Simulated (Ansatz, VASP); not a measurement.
# AlN in two plane-wave programs

Aim: how closely do two programs agree when they are given the same cell, functional and k mesh? The cell is a member of a volume series, scaled by 1.015 from a relaxed one, so a pressure remains. Other levels of theory on this material are compared in a session of their own.

Main program and level: Ansatz 0.2.0; plane waves, with VASP 6.6.1 beside it; single point at r2SCAN.

## 1. The starting structure

The structure is hexagonal, space group P6_3mc (No. 186). The conventional cell has a = 3.121 Å, b = 3.121 Å, c = 5.001 Å, α = 90.00°, β = 90.00°, γ = 120.00°. Nearest to Al lie 4 N at 1.90 to 1.91 Å. Nearest to N lie 4 Al at 1.90 to 1.91 Å. Farther neighbours and most contacts between anions are not listed.

Coordinates:

```cif
data_structure
_symmetry_space_group_name_H-M 'P 1'
_symmetry_Int_Tables_number 1
_cell_length_a 3.1208
_cell_length_b 3.1208
_cell_length_c 5.0007
_cell_angle_alpha 90.000
_cell_angle_beta 90.000
_cell_angle_gamma 120.000
_cell_volume 42.18
loop_
_atom_site_label
_atom_site_type_symbol
_atom_site_fract_x
_atom_site_fract_y
_atom_site_fract_z
_atom_site_occupancy
Al1 Al 0.66667 0.33333 0.50017 1
Al2 Al 0.33333 0.66667 0.00017 1
N3 N 0.66667 0.33333 0.88183 1
N4 N 0.33333 0.66667 0.38183 1
```

## 2. Ansatz: single point, r2SCAN, volume scaled by 1.015

Ansatz runs on its default PAW (the set named soft_2) files.

With cell and atoms fixed, the geometry can't cause a difference; cores, projectors, grids and the points listed under the comparison can.

input.yaml

```yaml
crystal:
  lattice:
    - [3.12075612, 0.0, 0.0]
    - [-1.56037806, 2.70265408, 0.0]
    - [0.0, 0.0, 5.00065397]
  atoms:
    - { symbol: Al, position: [0.66666667, 0.33333333, 0.50017165] }
    - { symbol: Al, position: [0.33333333, 0.66666667, 0.00017165] }
    - { symbol: "N", position: [0.66666667, 0.33333333, 0.88182835] }
    - { symbol: "N", position: [0.33333333, 0.66666667, 0.38182835] }
hamiltonian:
  xc: r2scan
  pseudopotentials: { kind: paw }
kpoints:
  mp_grid: { grid: [9, 9, 4] }
scf:
  occupations: { method: gaussian, width: 0.03 }
  n_extra_bands: 5
output:
  forces: true
  stress: true
  eigenvalues: true
```

Run with:

```sh
ansatz run input.yaml --threads 2 --pin off --max-ram 4608MiB --backend cpu --events-out ev --progress --plain --runs-dir out
```

Numbers of over 12 decimals in the logs are rounded to 6 here.

What it wrote:

```text
scf.n_extra_bands = 5 over 8 filled bands (N_el = 16.0): the run solves 13 bands
Engine: ansatz 0.2.0, aarch64-unknown-linux-gnu
Pseudopotentials: kind: paw
Pseudopotential: Al, paw, valence charge 3, recommended cutoff 500 eV (meta_gga), Al.paw.azcp
Pseudopotential: N, paw, valence charge 5, recommended cutoff 500 eV (meta_gga), N.paw.azcp
Functional definition: r2SCAN
  parameter k0 = 0.174
  parameter k1 = 0.065
  parameter a1 = 4.9479
  exchange = r2scan_x(k0 = k0, k1 = k1, a1 = a1)
  correlation = r2scan_c
Crystal: 4 atoms, lattice volume = 42.177 Å³
Basis set: ecut = 500 eV, 1087 PW (Γ), exchange–correlation on 96×96×160 points (64 copies of the dense FFT grid, shifted against one another)
Bands: 13, of which v1, the nominal top of the filled ones, is band 8 counted from 1 (7 counted from 0)
Symmetry: 12 space group operations
Space group: P63mc (ITA 186), of the structure as read, at distance tolerance 3.5e-5 Å
k-points: 36 of 324 (time reversal used)
Non-local potential: Al, projectors of the file, l = 0: 2, l = 1: 2, l = 2: 1
Non-local potential: N, projectors of the file, l = 0: 2, l = 1: 2, l = 2: 1
PAW form: soft (Blöchl's): semilocal exchange-correlation on the pseudo side does not see the compensation charge
PAW frozen core: Al, regenerated for the run's functional (the file was generated under x = pbe(κ = 0.804, μ = 0.219515), c = pbe(β = 0.066725))
PAW frozen core: N, regenerated for the run's functional (the file was generated under x = pbe(κ = 0.804, μ = 0.219515), c = pbe(β = 0.066725))
PAW one-centre angular grid: Al, 302 points (default); XC on 160 Gauss nodes
PAW one-centre angular grid: N, 302 points (default); XC on 160 Gauss nodes
Initial density: superposition of atomic densities (neutral atoms: chi_scale 0, normalization atom), corrected by the library's trained network
Initial wavefunctions: pseudopotential atomic-orbital guess
Functional: x = r2scan, c = r2scan; τ floored in thin density (d = 2e-4 eV/Å³)
SCF iter   1: F=—  HF=-1856.826217 eV  |F-HF|=—  |Δ(HF+E_count)|=         —  Δρ=6.55e-3  dr2=1.79e-2  dr2_τ=3.03e-1  ethr=1.77e-3  ⟨swp⟩=6.1  Hψ=3121  notcnv=0
preconditioner: auto → none  [insulator: Δε(μ)=4.660 eV  Ē_g=14.815 eV  σ=0.030 eV  W_gap=1.00  n_scr=2 (ndim 8)  ℏωp=22.9 eV  f_vac=0.000  D(μ)=0.00/eV (n_scr^D=0)  ε∞_Penn≈3.4]
SCF iter   2: F=—  HF=-1856.965817 eV  |F-HF|=—  |Δ(HF+E_count)|=   1.40e-1  Δρ=4.50e-3  dr2=3.84e-3  dr2_τ=3.03e-4  ethr=1.12e-4  ⟨swp⟩=3.0  Hψ=1315  notcnv=0  defer=36
SCF iter   3: F=—  HF=-1856.965481 eV  |F-HF|=—  |Δ(HF+E_count)|=   3.36e-4  Δρ=7.12e-4  dr2=1.62e-4  dr2_τ=6.41e-5  ethr=2.40e-5  ⟨swp⟩=2.0  Hψ=576  notcnv=0  defer=36
SCF iter   4: F=—  HF=-1856.965464 eV  |F-HF|=—  |Δ(HF+E_count)|=   1.71e-5  Δρ=2.01e-4  dr2=1.82e-5  dr2_τ=1.04e-6  ethr=1.01e-6  ⟨swp⟩=2.0  Hψ=676  notcnv=0  defer=36
SCF iter   5: F=—  HF=-1856.965458 eV  |F-HF|=—  |Δ(HF+E_count)|=   5.96e-6  Δρ=3.98e-5  dr2=7.74e-7  dr2_τ=9.12e-8  ethr=1.14e-7  ⟨swp⟩=2.0  Hψ=695  notcnv=0  defer=36
SCF iter   6: F=—  HF=-1856.965458 eV  |F-HF|=—  |Δ(HF+E_count)|=   6.36e-8  Δρ=1.82e-5  dr2=1.67e-7  dr2_τ=3.35e-9  ethr=6.25e-10  ⟨swp⟩=8.1  Hψ=2670  notcnv=0
SCF iter   7: F=-1856.965458 eV  HF=-1856.965458 eV  |F-HF|=7.28e-9  |Δ(HF+E_count)|=   1.16e-8  Δρ=5.29e-6  dr2=1.40e-8  dr2_τ=3.43e-10  ethr=6.25e-10  ⟨swp⟩=4.0  Hψ=1388  notcnv=0
SCF 1 converged in 7 iterations: F = -1856.965458 eV  dr2 = 1.40e-8
  greatest PAW one-centre occupation: 0.793 electrons in one spin orbital (limit 2), on the N atom at site 2 (counted from 0), in its partial waves of l = 0
SCF converged after 7 iterations
Free energy (F): -1856.965458 eV
Harris-Foulkes:  -1856.965458 eV  (|F-HF|=7.28e-9)
Internal energy: -1856.965458 eV  (E = F + TS)
E sigma→0 (E₀):  -1856.965458 eV
Fermi energy:    9.165973 eV
--- Per-component energies (eV) ---
  E_band       = 21.328638
  E_kinetic    = 320.147366
  E_local      = -451.126250  (includes V_loc(G=0)·N_el)
  E_nonlocal   = 108.254893
  E_hartree    = 158.055683
  E_xc         = -197.456222
  E_vxc        = -238.005744  (∫ρ·V_xc dr)
  E_paw        = -1204.743117  (= ΣΔE_a)
  E_vpaw       = -46.845920  (= ΣTr[D̂ρ^β])
  E_aug_tail   = 0.000038  (compensation charges beyond the density's cutoff)
  E_vtau       = 12.795547  (kinetic-family band-sum trace: ∫τ·v_τ [+ j·A + Jᵃ·Aᵃ] dr)
  E_ewald      = -589.918502
  E_core_change = -0.179345  (= ΣΔE_core)
  E_smearing   = -0.000000  (= −TS)
  E_closure    = 0.000000  (closes the sum)
  Σ components = -1856.965458   (vs F -1856.965458, Δ=0.00e0)
--- Forces (eV/Å), atoms counted from 1 ---
  atom   1  Al     0.00000000     0.00000000     0.00752553
  atom   2  Al     0.00000000    -0.00000000     0.00752553
  atom   3  N      0.00000000    -0.00000000    -0.00752397
  atom   4  N     -0.00000000     0.00000000    -0.00752397
  max |Σ_I F_I| component: 3.11e-6 eV/Å
--- Stress (GPa, compression-positive) ---
       -2.829706      -0.000000       0.000000
        0.000000      -2.829706       0.000000
        0.000000       0.000000      -2.639457
  P = ⅓ Tr σ = -2.7663 GPa (-27.663 kbar)
--- Band table (eV; the first three rows and the last of 36) ---
  k-point 0: bands = [... 4 lower, 5.9072, 6.5669, 6.5669, 6.7884, 11.5435, 14.1907, 18.2732, 18.7379, ... 1 higher]
  k-point 1: bands = [... 4 lower, 5.9991, 5.9991, 6.4655, 6.4655, 12.5184, 14.2876, 17.9269, 18.6967, ... 1 higher]
  k-point 2: bands = [... 4 lower, 6.2275, 6.2275, 6.2275, 6.2275, 13.8948, 13.8948, 17.9886, 17.9886, ... 1 higher]
  k-point 35: bands = [... 4 lower, 2.9150, 2.9150, 5.9774, 5.9774, 14.8889, 14.8889, 15.3461, 15.3461, ... 1 higher]
```

Wall time 5.7 s (2 threads of Arm Neoverse N1, shared host); peak memory 0.39 GiB; 9.3 s of CPU time.

The run ends at a pressure of -2.77 GPa, with forces up to 0.0075 eV/Å.

## 3. VASP: single point, r2SCAN, volume scaled by 1.015

The same cell, functional, mesh and smearing now go to VASP, with its own data sets and cutoff.

Lines of VASP's logs that name or quote its potential files are left out, and so is its time.

The input asks for a relaxation, which ended at its first step since no free force or stress exceeded the threshold; so it serves as a single point.

INCAR

```
SYSTEM = AlN
PREC = Accurate
ENCUT = 560
EDIFF = 1E-06
NELM = 100
ISMEAR = 0
SIGMA = 0.03
LREAL = .FALSE.
ALGO = Normal
METAGGA = R2SCAN
LASPH = .TRUE.
NBANDS = 14
LORBIT = 11
LWAVE = .FALSE.
LCHARG = .FALSE.
KPAR = 8
IBRION = 2
NSW = 30
ISIF = 4
EDIFFG = -0.01
```

POSCAR

```
AlN
1.0
    3.1207561249      0.0000000000      0.0000000000
   -1.5603780624      2.7026540832      0.0000000000
    0.0000000000      0.0000000000      5.0006539669
Al N
2 2
Direct
    0.6666666667      0.3333333333      0.5001716474
    0.3333333333      0.6666666667      0.0001716474
    0.6666666667      0.3333333333      0.8818283526
    0.3333333333      0.6666666667      0.3818283526
```

KPOINTS

```
Automatic mesh
0
Gamma
9 9 4
0 0 0
```

PAW data sets: Al and N (PBE family, release 64).

Run with:

```sh
mpirun -np 8 vasp_std
```

What it wrote:

```text
[banner, memory and clock lines left out]
running    8 mpi-ranks, on    1 nodes
 distrk:  each k-point on    1 cores,    8 groups
 distr:  one band on    1 cores,    1 groups

 POSCAR found type information on POSCAR AlN
 POSCAR found :  2 types and       4 ions
|                                                                             |
|           W    W    AA    RRRRR   N    N  II  N    N   GGGG   !!!           |
|           W    W   A  A   R    R  NN   N  II  NN   N  G    G  !!!           |
|           W    W  A    A  R    R  N N  N  II  N N  N  G       !!!           |
|           W WW W  AAAAAA  RRRRR   N  N N  II  N  N N  G  GGG   !            |
|           WW  WW  A    A  R   R   N   NN  II  N   NN  G    G                |
|           W    W  A    A  R    R  N    N  II  N    N   GGGG   !!!           |
|                                                                             |
|     For optimal performance we recommend to set                             |
|       NCORE = 2 up to number-of-cores-per-socket                            |
|     NCORE specifies how many cores store one orbital (NPAR=cpu/NCORE).      |
|     This setting can greatly improve the performance of VASP for DFT.       |
|     The default, NCORE=1 might be grossly inefficient on modern             |
|     multi-core architectures or massively parallel machines. Do your        |
|     Unfortunately you need to use the default for GW and RPA                |
|     calculations (for HF NCORE is supported but not extensively tested      |
|     yet).                                                                   |
|                                                                             |

|                                                                             |
|               ----> ADVICE to this user running VASP <----                  |
|                                                                             |
|     You enforced a specific xc type in the INCAR file but a different       |
|     [... a line on the potential file left out ...]
|     I HOPE YOU KNOW WHAT YOU ARE DOING!                                     |
|                                                                             |

 LDA part: xc-table for (None), standard interpolation
 POSCAR, INCAR and KPOINTS ok, starting setup
 FFT: planning ... GRIDC
 FFT: planning ... GRID_SOFT
 FFT: planning ... GRID
 WAVECAR not read
 entering main loop
       N       E                     dE             d eps       ncg     rms          rms(c)
DAV:   1     0.406891220758E+02    0.40689E+02   -0.79837E+03  1008   0.112E+03
DAV:   2    -0.427471772166E+02   -0.83436E+02   -0.75865E+02  1408   0.226E+02
DAV:   3    -0.470517287598E+02   -0.43046E+01   -0.42833E+01  1344   0.545E+01
DAV:   4    -0.470862568338E+02   -0.34528E-01   -0.34521E-01  1182   0.525E+00
DAV:   5    -0.470866925110E+02   -0.43568E-03   -0.43563E-03  1332   0.616E-01    0.125E+01
DAV:   6    -0.381319035898E+02    0.89548E+01   -0.10019E+01  1230   0.235E+01    0.512E+00
DAV:   7    -0.384088834651E+02   -0.27698E+00   -0.12643E+00  1236   0.816E+00    0.333E+00
DAV:   8    -0.384597612125E+02   -0.50878E-01   -0.86159E-02  1104   0.326E+00    0.846E-01
DAV:   9    -0.384504507137E+02    0.93105E-02   -0.24745E-02  1308   0.131E+00    0.216E-01
DAV:  10    -0.384508645526E+02   -0.41384E-03   -0.31948E-03  1212   0.403E-01    0.118E-01
DAV:  11    -0.384507343873E+02    0.13017E-03   -0.29313E-04  1296   0.143E-01    0.235E-02
DAV:  12    -0.384507387150E+02   -0.43277E-05   -0.10695E-05  1278   0.291E-02    0.117E-02
DAV:  13    -0.384507394321E+02   -0.71706E-06   -0.84082E-06  1302   0.235E-02
   1 F= -.38450739E+02 E0= -.38450739E+02  d E =-.384507E+02
 curvature:   0.00 expect dE= 0.000E+00 dE for cont linesearch  0.000E+00
 trial: gam= 0.00000 g(F)=  0.767E-05 g(S)=  0.249E-04 ort = 0.000E+00 (trialstep = 0.100E+01)
 search vector abs. value=  0.326E-04
 reached required accuracy - stopping structural energy minimisation
```

Parts of OUTCAR (step 3):

```text
ion  position               nearest neighbor table
   1  0.667  0.333  0.500-   4 1.90   4 1.90   4 1.90   3 1.91   2 3.08   2 3.08   2 3.08   2 3.08
                             2 3.08   2 3.08
   2  0.333  0.667  0.000-   3 1.90   3 1.90   3 1.90   4 1.91   1 3.08   1 3.08   1 3.08   1 3.08
                             1 3.08   1 3.08
   3  0.667  0.333  0.882-   2 1.90   2 1.90   2 1.90   1 1.91
   4  0.333  0.667  0.382-   1 1.90   1 1.90   1 1.90   2 1.91

  LATTYP: Found a hexagonal cell.
 ALAT       =     3.1207561249
 C/A-ratio  =     1.6023853729

 Subroutine GETGRP returns: Found 12 space group operations
 (whereof  6 operations were pure point group operations)

The static configuration has the point symmetry C_3v.
 The point group associated with its full space group is C_6v.

 Found     36 irreducible k-points:

   k-points           NKPTS =     36   k-points in BZ     NKDIM =     36   number of bands    NBANDS=     14

   dimension x,y,z NGX =    24 NGY =   24 NGZ =   40
   dimension x,y,z NGXF=    48 NGYF=   48 NGZF=   80

   ENCUT  =  560.0 eV  41.16 Ry    6.42 a.u.   6.02  6.02  9.65*2*pi/ulx,y,z

   NELECT =      16.0000    total number of electrons

 k-points in reciprocal lattice and weights: Automatic mesh
   0.00000000  0.00000000  0.00000000       0.003
   0.11111111  0.00000000  0.00000000       0.019
   0.22222222  0.00000000  0.00000000       0.019
   0.33333333 -0.00000000  0.00000000       0.019
   0.44444444  0.00000000  0.00000000       0.019
   0.11111111  0.11111111  0.00000000       0.019
   0.22222222  0.11111111  0.00000000       0.037
   0.33333333  0.11111111  0.00000000       0.037
   0.44444444  0.11111111  0.00000000       0.019
[...]
0.33333333  0.22222222  0.50000000       0.037
   0.33333333  0.33333333  0.50000000       0.006

 average (electrostatic) potential at core
       1 -74.7076       2 -74.7076       3 -62.8804       4 -62.8804

 E-fermi :   5.9423

 k-point     1 :       0.0000    0.0000    0.0000
  band No.  band energies     occupation
    ...
      4       4.9113      2.00000
      5       4.9113      2.00000
      6       5.5690      2.00000
      7       5.5690      2.00000
      8       5.7911      2.00000
      9      10.5858      0.00000
     10      13.2064      0.00000
     11      17.2892      0.00000
     12      17.7328      0.00000
     13      17.7328      0.00000
    ...

 k-point     2 :       0.1111    0.0000    0.0000
  band No.  band energies     occupation
    ...
      4       4.2164      2.00000
      5       4.7127      2.00000
      6       4.9008      2.00000
      7       5.5411      2.00000
      8       5.7197      2.00000
      9      11.2741      0.00000
     10      13.8242      0.00000
     11      16.5607      0.00000
     12      16.8086      0.00000
     13      18.2042      0.00000
    ...

 k-point     3 :       0.2222    0.0000    0.0000
  band No.  band energies     occupation
    ...
      4       2.7185      2.00000
      5       3.6364      2.00000
      6       4.3030      2.00000
      7       5.4102      2.00000
      8       5.4577      2.00000
      9      12.4300      0.00000
     10      14.3202      0.00000
     11      14.9035      0.00000
     12      16.4675      0.00000
     13      18.3989      0.00000
    ...

  Total       -0.8229376     -0.8229376     -0.7672515     -0.0000000     -0.0000000      0.0000000
  in kB      -31.2608221    -31.2608221    -29.1454823     -0.0000000     -0.0000000      0.0000000
  external PRESSURE =     -30.5557088 kB  Pullay stress =       0.0000000 kB

  energy-cutoff  :      560.00
  volume of cell :       42.18
      direct lattice vectors                 reciprocal lattice vectors
     3.120756125  0.000000000  0.000000000     0.320435164  0.185003328  0.000000000
    -1.560378062  2.702654083  0.000000000     0.000000000  0.370006656  0.000000000
     0.000000000  0.000000000  5.000653967     0.000000000  0.000000000  0.199973845

 POSITION                                       TOTAL-FORCE (eV/Angst)
 -----------------------------------------------------------------------------------
      1.56038      0.90088      2.50119         0.000000     -0.000000      0.006303
     -0.00000      1.80177      0.00086        -0.000000      0.000000      0.006303
      1.56038      0.90088      4.40972        -0.000000     -0.000000     -0.006303
     -0.00000      1.80177      1.90939        -0.000000      0.000000     -0.006303
 -----------------------------------------------------------------------------------
    total drift:                               -0.000000     -0.000000     -0.019107

  FREE ENERGIE OF THE ION-ELECTRON SYSTEM (eV)
  ---------------------------------------------------
  free  energy   TOTEN  =       -38.4507394321 eV

  energy  without entropy=      -38.4507394321  energy(sigma->0) =      -38.45073943

 reached required accuracy - stopping structural energy minimisation

 total charge
# of ion       s       p       d       tot
------------------------------------------
    1        0.365   0.442   0.000   0.807
    2        0.365   0.442   0.000   0.807
    3        1.228   2.664   0.000   3.892
    4        1.228   2.664   0.000   3.892
--------------------------------------------------
tot          3.185   6.213   0.000   9.398

[... 3 further parts left out ...]
```

## 4. Differences

Known differences besides the potentials themselves: VASP keeps PBE cores, Ansatz makes them for the functional; the cutoff is 500 eV in Ansatz and 560 eV in VASP. Total energies have different zeros and are not compared.

Compared:

| quantity | Ansatz | VASP | difference |
| --- | --- | --- | --- |
| pressure (GPa) | -2.77 | -3.06 | +0.29 |
| gap on the k mesh (eV) | 4.755 | 4.795 | -0.040 |

A gap on the mesh is an upper bound, since the band edges may lie between its points.

## 5. What the set-up changes

Further runs change the set-up of one program: Ansatz's method, potentials or start, or VASP's data sets, cutoff or form of LDA. The table gives Ansatz less VASP for each quantity, since a change that brings one quantity closer may part another.

| run | r.m.s. force difference (meV/Å) | pressure (GPa) | gap on the k mesh (eV) |
| --- | --- | --- | --- |
| as above | 0.71 | 0.29 | -0.040 |
| Ansatz's all-electron LAPW method | 0.45 | 0.34 | -0.013 |

## 6. Summary of results

* difference in gap on the k mesh (single point, r2SCAN, volume scaled by 1.015): -0.040 eV

**Reading.** The difference in gap on the k mesh is -0.040 eV (single point, r2SCAN, volume scaled by 1.015), within the 0.08 eV picked in this series as the mark of a large difference. Single point, r2SCAN, volume scaled by 1.015, Ansatz's all-electron LAPW method: r.m.s. force difference goes from 0.71 to 0.45 meV/Å; the difference in gap on the k mesh goes from -0.040 to -0.013 eV. 8 further runs of this series are not shown here. How closely two codes agree says nothing of how well the functional describes the real material.

[Lines on the potential files, build, host, timing and source positions are cut from VASP's logs without a mark.]

[Logs are printed without paths, hosts, clocks, repeated set-up lines and the standing remarks that a program may print on its own settings, such as how far it seeks lower states.]

[Hosts, paths, dates, database ids (printed as entryN), source tags and the programs' standing remarks are cut or masked in the printed files.]
